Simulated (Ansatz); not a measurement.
HfSiO₄ on the sites of the anatase structure (relaxed group I-4m2) at its r2SCAN geometry, run in the PAW code Ansatz at 3 levels of theory. All values are calculated for a non-magnetic cell, which may be hypothetical.

The PBE+SOC input:
```yaml
crystal:
  lattice:
    - [-1.8587834061, 1.8587834061, 4.8804273772]
    - [1.8587834061, -1.8587834061, 4.8804273772]
    - [1.8587834061, 1.8587834061, -4.8804273772]
  atoms:
    - { symbol: Si, position: [0.0, 0.0, 0.0] }
    - { symbol: Hf, position: [0.75, 0.25, 0.5] }
    - { symbol: O, position: [0.9717186282, 0.4717186282, 0.5] }
    - { symbol: O, position: [0.177738662, 0.177738662, 0.0] }
    - { symbol: O, position: [0.5282813718, 0.0282813718, 0.5] }
    - { symbol: O, position: [0.822261338, 0.822261338, 0.0] }
kpoints:
  mp_grid: { grid: [10, 10, 10] }
  band_path:
    path:
      - [0.0, 0.0, 0.0]
      - [0.0, 0.0, 0.5]
      - [0.25, 0.25, 0.25]
      - [0.0, 0.5, 0.0]
      - [0.5, 0.5, -0.5]
      - [0.2862645149, 0.7137354851, -0.2862645149]
      - [-0.2862645149, 0.2862645149, 0.2862645149]
      - [-0.0725290299, 0.0725290299, 0.5]
      - [0.5, 0.5, -0.0725290299]
    npoints: 1
hamiltonian:
  xc: pbe
scf:
  occupations: { method: fixed }
  n_extra_bands: 10
magnetization:
  noncollinear: true
  spin_orbit: true
output:
  forces: true
  stress: true
  eigenvalues: true
```

Main results, then, where recorded, the levels near the gap in eV from the Fermi energy (columns number the bands from 0), one row a point of the path (Γ, X, P, N, M, S, S₀, R, G):
```
Crystal: 6 atoms, lattice volume = 67.449 Å³
Symmetry: 8 space group operations + 8 with time reversal
Magnetic group: BNS 119.316 (UNI 976)
```
```
Basis set: ecut = 420 eV, 1333 PW (Γ), FFT grids on a1+a3, a2+a3, a3
Bands: 64, of which v1, the nominal top of the filled ones, is band 54 counted from 1 (53 counted from 0)
k-points: 102 of 1000 (time reversal used)
Free energy (F): -18652.761959 eV
Fermi energy:    10.295792 eV
--- Forces (eV/Å), atoms counted from 1 ---
  atom   1  Si      0.00000      0.00000      0.00000
  atom   2  Hf      0.00000      0.00000      0.00000
  atom   3  O       0.00000      0.00000      0.01870
  atom   4  O       0.00000      0.00000      0.14627
  atom   5  O       0.00000      0.00000    -0.01870
  atom   6  O       0.00000      0.00000    -0.14627
--- Stress (GPa, compression-positive) ---
        5.518693       0.000000       0.000000
        0.000000       5.518693       0.000000
        0.000000       0.000000       6.673364
  P = ⅓ Tr σ = 5.9036 GPa (59.036 kbar)
```
```tsv
band_44	band_45	band_46	band_47	band_48	band_49	band_50	band_51	band_52	band_53	band_54	band_55	band_56	band_57	band_58	band_59
-2.446	-2.446	-2.441	-2.441	-1.290	-1.290	-0.567	-0.567	-0.551	-0.551	4.039	4.039	4.448	4.448	6.941	6.941
-2.793	-2.793	-2.495	-2.495	-2.036	-2.036	-1.055	-1.055	0.000	0.000	4.162	4.162	4.314	4.314	6.569	6.569
-2.955	-2.838	-2.049	-2.024	-1.790	-1.786	-1.492	-1.474	-0.010	-0.005	3.932	4.051	4.459	4.614	6.546	6.656
-2.593	-2.593	-2.257	-2.257	-1.477	-1.477	-1.399	-1.399	-1.043	-1.043	4.490	4.490	5.288	5.288	6.961	6.961
-2.383	-2.383	-2.178	-2.178	-1.547	-1.547	-0.421	-0.421	-0.404	-0.404	4.084	4.084	5.021	5.021	6.152	6.152
-2.605	-2.579	-2.124	-2.118	-1.593	-1.565	-1.326	-1.321	-1.057	-1.048	4.564	4.636	5.144	5.211	6.767	6.800
-2.605	-2.579	-2.124	-2.118	-1.593	-1.565	-1.326	-1.321	-1.057	-1.048	4.564	4.636	5.144	5.211	6.767	6.800
-2.872	-2.836	-2.404	-2.402	-2.162	-2.160	-1.058	-1.040	-0.049	-0.048	4.215	4.251	4.377	4.413	6.519	6.555
-2.872	-2.836	-2.404	-2.402	-2.162	-2.160	-1.058	-1.040	-0.049	-0.048	4.215	4.251	4.377	4.413	6.519	6.555
```

PBE+SOC gives an indirect gap of 3.93 eV, from X to P; the least direct gap is 3.94 eV at P. Least and direct gap differ so little that the kind isn't settled.

r2SCAN. Against the first input these blocks differ (the band path and keys that only write files left aside):
```yaml
hamiltonian:
  xc: r2scan
scf:
  occupations: { method: fixed }
  n_extra_bands: 5
```
(magnetization left out)

```
Basis set: ecut = 500 eV, 1701 PW (Γ), FFT grids on a1+a3, a2+a3, a3
Bands: 32, of which v1, the nominal top of the filled ones, is band 27 counted from 1 (26 counted from 0)
k-points: 102 of 1000 (time reversal used)
Free energy (F): -18654.785156 eV
Fermi energy:    9.935479 eV
--- Forces (eV/Å), atoms counted from 1 ---
  atom   1  Si      0.00000      0.00000      0.00000
  atom   2  Hf      0.00000      0.00000      0.00000
  atom   3  O       0.00000      0.00000      0.00122
  atom   4  O       0.00000      0.00000      0.00172
  atom   5  O       0.00000      0.00000    -0.00122
  atom   6  O       0.00000      0.00000    -0.00172
--- Stress (GPa, compression-positive) ---
        0.012313       0.000000       0.000000
        0.000000       0.012313       0.000000
        0.000000       0.000000       0.024962
  P = ⅓ Tr σ = 0.0165 GPa (0.165 kbar)
```
```tsv
band_22	band_23	band_24	band_25	band_26	band_27	band_28	band_29
-2.519	-2.519	-1.354	-0.601	-0.601	4.544	5.059	7.631
-2.892	-2.549	-2.093	-1.106	0.000	4.625	4.740	7.136
-2.993	-2.092	-1.852	-1.530	-0.006	4.424	4.990	7.165
-2.658	-2.320	-1.537	-1.451	-1.092	4.975	5.791	7.553
-2.356	-2.356	-1.622	-0.451	-0.451	4.594	5.697	6.658
-2.657	-2.186	-1.642	-1.372	-1.100	5.094	5.675	7.399
-2.657	-2.186	-1.642	-1.372	-1.100	5.094	5.675	7.399
-2.952	-2.460	-2.216	-1.101	-0.052	4.704	4.825	7.092
-2.952	-2.460	-2.216	-1.101	-0.052	4.704	4.825	7.092
```

The r2SCAN gap is indirect, 4.42 eV (X to P), below the direct gap of 4.43 eV at P. Least and direct gap differ so little that the kind isn't settled. The mean stress is close to zero (0.02 GPa).

HSE06. Against the first input these blocks differ (the band path and keys that only write files left aside):
```yaml
kpoints:
  mp_grid: { grid: [6, 6, 6] }
hamiltonian:
  xc: hse06
scf:
  occupations: { method: fixed }
  n_extra_bands: 5
```
(magnetization left out)

```
Basis set: ecut = 420 eV, 1333 PW (Γ), FFT grids on a1+a3, a2+a3, a3
Bands: 32, of which v1, the nominal top of the filled ones, is band 27 counted from 1 (26 counted from 0)
k-points: 30 of 216 (time reversal used)
Exchange kernel: α = 0.2500, screened, ω = 0.2079 Å⁻¹, Wigner–Seitz truncation, v(0) = 1046.6426 eV·Å³, q-mesh 6×6×6
hybrid outer 1: dexx = +2.602e-2 eV, tail = 1.01e-3 eV
hybrid outer 2: dexx = +2.066e-6 eV, tail = 1.68e-7 eV, Δε = 8.49e-3 eV, ΔF = 4.05e-3 eV/Å
hybrid outer 3: dexx = +1.848e-9 eV, tail = 1.82e-9 eV, Δε = 1.11e-4 eV, ΔF = 5.17e-5 eV/Å
Free energy (F): -18634.534682 eV
Fermi energy:    9.179209 eV
--- Forces (eV/Å), atoms counted from 1 ---
  atom   1  Si      0.00000      0.00000      0.00000
  atom   2  Hf      0.00000      0.00000      0.00000
  atom   3  O       0.00000      0.00000    -0.05986
  atom   4  O       0.00000      0.00000    -0.08321
  atom   5  O       0.00000      0.00000      0.05986
  atom   6  O       0.00000      0.00000      0.08321
--- Stress (GPa, compression-positive) ---
       -0.111746       0.000000       0.000000
        0.000000      -0.111746       0.000000
        0.000000       0.000000      -1.020590
  P = ⅓ Tr σ = -0.4147 GPa (-4.147 kbar)
```
```tsv
band_22	band_23	band_24	band_25	band_26	band_27	band_28	band_29
-2.560	-2.560	-1.381	-0.633	-0.633	5.713	6.107	8.727
-2.910	-2.651	-2.005	-1.134	0.000	5.782	5.919	8.424
-2.997	-2.005	-1.908	-1.586	-0.003	5.559	6.195	8.460
-2.694	-2.360	-1.613	-1.554	-1.127	6.160	7.012	8.724
-2.406	-2.406	-1.690	-0.462	-0.462	5.772	6.747	7.780
-2.700	-2.263	-1.720	-1.462	-1.134	6.282	6.886	8.542
-2.700	-2.263	-1.720	-1.462	-1.134	6.282	6.886	8.542
-2.982	-2.553	-2.141	-1.128	-0.058	5.865	6.005	8.391
-2.982	-2.553	-2.141	-1.128	-0.058	5.865	6.005	8.391
```

The HSE06 gap is indirect, 5.559 eV (X to P), below the direct gap of 5.562 eV at P. Least and direct gap differ so little that the kind isn't settled. The mean pressure at these positions is -0.4 GPa, compression counted positive. The stress of a hybrid is loosely converged here.

Small level splittings and stresses of the hybrids carry the error of their coarser meshes.

Totals of different functionals, or with and without spin-orbit coupling, can't be compared.

Only the levels marked +SOC include spin-orbit coupling.
